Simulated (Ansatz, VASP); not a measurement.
Ru: VASP beside Ansatz

```
Ru
1.0
     0.00000    2.95650    2.95650
     2.95650    0.00000    2.95650
     2.95650    2.95650    0.00000
Ru
2
Direct
  0.00000 0.00000 0.00000
  0.25000 0.25000 0.25000
```

Alike in both runs: task relaxation of cell and atoms; functional PBE; k mesh 10 × 10 × 10; occupations fermi-dirac, width 0.03 eV; no spin polarisation.

|  | VASP | Ansatz |
| --- | --- | --- |
| version | VASP 6.6.1 | Ansatz 0.2.0 |
| potentials or method | VASP PAW PBE potentials, release 64 (Ru_pv) | PAW with Ansatz's default frozen-core files, scalar-relativistic |
| plane-wave cutoff (eV) | 600 | 420 |
| valence electrons in the cell | 28 | 32 |

Ansatz gave:

```
relaxed volume (Å³/atom)                                     : 20.28
relaxed cell length with the largest relative difference (Å) : 3.857
energy change over the relaxation (meV/atom)                 : -486
```

Task: Which values does VASP return?

Result: Relaxed volume (Å³/atom): 20.32; relaxed cell length with the largest relative difference (Å): 3.859; energy change over the relaxation (meV/atom): -483.

The two sets of potentials don't hold the same shells in valence.

Caveats: the volume moved by over 15 % at a fixed basis, so the end points are rough.
